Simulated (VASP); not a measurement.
SnS:

```
Sn S
1.0
    11.20000    0.00000    0.00000
     0.00000    3.98700    0.00000
     0.00000    0.00000    4.33400
Sn S
4 4
Direct
  0.11940 0.25000 0.11980
  0.38060 0.75000 0.61980
  0.61940 0.25000 0.38020
  0.88060 0.75000 0.88020
  0.85080 0.25000 0.47930
  0.64920 0.75000 0.97930
  0.35080 0.25000 0.02070
  0.14920 0.75000 0.52070
```

* Program: VASP 6.6.1
* Task: relaxation of cell and atoms
* Functional: LDA
* Potentials or basis: VASP PAW LDA potentials, release 64 (Sn_d, S)
* Cutoff: 600 eV
* k mesh: 4 × 8 × 6
* Occupations: gaussian, width 0.03 eV
* Spin: no spin polarisation

At the start: pressure -2.3 GPa; volume 24.19 Å³/atom.

**Question.** Where does the relaxation end?

**Answer.** Over 15 steps the energy falls by 11.3 meV/atom and the volume is 22.72 Å³/atom (-6.1 %); space group Pnma (No. 62, to 0.05 Å).

Step by step:
| step | energy change (eV) | largest force (eV/Å) | pressure (GPa) | volume (Å³) |
| --- | --- | --- | --- | --- |
| 1 | 0.0000 | 0.0444 | -2.34 | 193.53 |
| 2 | -0.0468 | 0.3207 | 0.91 | 183.79 |
| 3 | -0.0543 | 0.2171 | -0.02 | 186.35 |
| 4 | -0.0674 | 0.1621 | -0.02 | 185.29 |
| 5 | -0.0834 | 0.0606 | 0.04 | 182.64 |
| 6 | -0.0837 | 0.0525 | 0.10 | 182.14 |
| 7 | -0.0881 | 0.0489 | -0.11 | 181.99 |
| 8 | -0.0882 | 0.0442 | -0.09 | 182.01 |
| 9 | -0.0894 | 0.0253 | 0.11 | 181.50 |
| 10 | -0.0895 | 0.0285 | 0.19 | 181.31 |
| 11 | -0.0901 | 0.0190 | 0.06 | 181.66 |
| 12 | -0.0901 | 0.0207 | 0.01 | 181.74 |
| 13 | -0.0903 | 0.0190 | -0.01 | 181.78 |
| 14 | -0.0905 | 0.0158 | -0.07 | 181.88 |
| 15 | -0.0906 | 0.0097 | 0.01 | 181.74 |

Final structure:
```xyz
8
Lattice="10.9601 0.0000 0.0000 0.0000 3.9486 0.0000 0.0000 0.0000 4.1995" Properties=species:S:1:pos:R:3 pbc="T T T"
Sn    1.2837    0.9871    0.4744
Sn    4.1963    2.9614    2.5741
Sn    6.7638    0.9871    1.6254
Sn    9.6764    2.9614    3.7251
S     9.3595    0.9871    1.9827
S     7.0806    2.9614    4.0825
S     3.8795    0.9871    0.1170
S     1.6006    2.9614    2.2167
```
